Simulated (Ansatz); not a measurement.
Here is an Ansatz 0.2.0 calculation.

File input.yaml:

```yaml
crystal:
  lattice:
    - [0.0, 4.1175163063, 4.2628978354]
    - [2.3895119538, 0.0, 4.2628978354]
    - [2.3895119538, 4.1175163063, 0.0]
  atoms:
    - { symbol: Ti, position: [0.75, 0.75, 0.75] }
    - { symbol: Ti, position: [0.5, 0.5, 0.5] }
    - { symbol: Si, position: [0.41256561, 0.08743439, 0.41256561] }
    - { symbol: Si, position: [0.08743439, 0.41256561, 0.08743439] }
    - { symbol: Si, position: [0.16256561, 0.83743439, 0.16256561] }
    - { symbol: Si, position: [0.83743439, 0.16256561, 0.83743439] }
hamiltonian:
  xc: pbe
  pseudopotentials: { kind: paw }
  hubbard: { sites: [{ species: Ti, l: d, u_eff: 1.0 }] }
kpoints:
  mp_grid: { grid: [7, 7, 7] }
  band_path:
    path:
      - [[0.0, 0.0, 0.0], [0.5, 0.0, 0.5], [1.0, 0.5, 0.5], [0.5, 0.5, 0.0], [0.0, 0.0, 0.0], [0.0, 0.4127457158, 0.4127457158], [0.5, 0.2443551471, 0.7443551471], [0.5, 0.0, 0.5]]
      - [[1.0, 0.5, 0.5], [1.0, 0.5872542842, 0.5872542842]]
      - [[0.0, 0.4127457158, 0.4127457158], [0.5, 0.7556448529, 0.2556448529], [0.5, 0.5, 0.0]]
      - [[0.5, 0.5, 0.5], [0.0, 0.0, 0.0]]
    npoints: 14
scf:
  occupations: { method: fermi_dirac, width: 0.05 }
  n_extra_bands: 15
output:
  forces: true
  stress: true
  eigenvalues: true
  fatbands: false
```

Potentials or basis: Ansatz PAW.

Launch:

```bash
$ ansatz run input.yaml --threads 2 --pin off --max-ram 5632MiB --backend cpu --events-out ev --progress --plain --runs-dir out
```

Predict the largest force.

0.008 eV/Å.

Predict the band gap on the k mesh.

none (metal or under the smearing width).

Predict the pressure.

2.8 GPa.

Eigenvalues of the final occupation matrices:
```csv
site,spin,trace,eigenvalues
site 1,1,1.60,0.27 0.31 0.32 0.33 0.37
site 2,1,1.60,0.27 0.31 0.32 0.33 0.37
```

Caveat: U without spin polarisation on a metal has little footing; the U is typed as a test and isn't derived for this compound.
